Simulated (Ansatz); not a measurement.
# Hg: equation of state

One table from this session's results is given with a row withheld; the runs are named, their logs left out.

Program: Ansatz 0.2.0. Level of theory: DFT PBE, scalar-relativistic. These are calculated values, not measurements.

## The starting structure

It takes space group C2/m (No. 12, monoclinic). The conventional cell has a = 4.468 Å, b = 4.092 Å, c = 3.060 Å, α = 90.00°, β = 96.54°, γ = 90.00°. Hg (site symmetry 2/m) has 6 Hg at 3.03 to 3.06 Å as nearest neighbours.

Cell or atoms stand a little off a more symmetric structure (R-3m at a tolerance of 0.3 Å), so results at this geometry aren't those of that ideal crystal.

As a file:

```
Hg
1.0
     2.23398   -2.04586    0.00000
     2.23398    2.04586    0.00000
    -0.34874    0.00000    3.03980
Hg
1
Direct
  0.50000 0.50000 0.50000
```

The cell is one relaxed in the Materials Project, used as it stands.

The first run:

input.yaml reads:

```yaml
crystal:
  lattice:
    - [2.1887600658, -2.0044496049, 0.0]
    - [2.1887600658, 2.0044496049, 0.0]
    - [-0.3416766878, 0.0, 2.978274402]
  atoms:
    - { symbol: Hg, position: [0.5, 0.5, 0.5] }
kpoints:
  mp_grid: { grid: [11, 11, 11] }
scf:
  occupations: { method: fermi_dirac, width: 0.05 }
hamiltonian:
  xc: pbe
  pseudopotentials: { kind: all_electron, lapw: { basis_error: 0.001 } }
output:
  forces: true
  stress: true
  eigenvalues: true
```

Steps of the session up to this table: Volume × 0.9405, LAPW; Volume × 0.9405, PAW; Volume × 0.9405, crystal datasets; Volume × 0.98, LAPW; Volume × 0.98, PAW; Volume × 1.02, LAPW; Volume × 1.02, PAW; Volume × 1.06, LAPW; Volume × 1.06, PAW; Volume × 1.06, crystal datasets.

One of the session's tables, all rows but one given; the rest of the session is left out.

```
          method  volume (Å³/atom)  pressure (GPa)
            LAPW            26.133            3.19
            LAPW            27.230            1.81
            LAPW            27.786            1.28
            LAPW            28.342            0.84
            LAPW            29.453            0.13
             PAW            26.133            3.21
             PAW            27.230            1.82
             PAW            27.786            1.29
             PAW            28.342            0.85
             PAW            29.453               ?
crystal datasets            26.133            3.19
crystal datasets            27.786            1.28
crystal datasets            29.453            0.13
```

Q: Estimate the row for PAW, 29.453 from the others.

**Answer.** pressure (GPa): 0.14. In the column «pressure (GPa)» it lies between crystal datasets, 29.453 (0.13) and LAPW, 28.342 (0.84).

Limits of these values: Warnings in the runs' records: gradients without spin orbit, crystal datasets made.
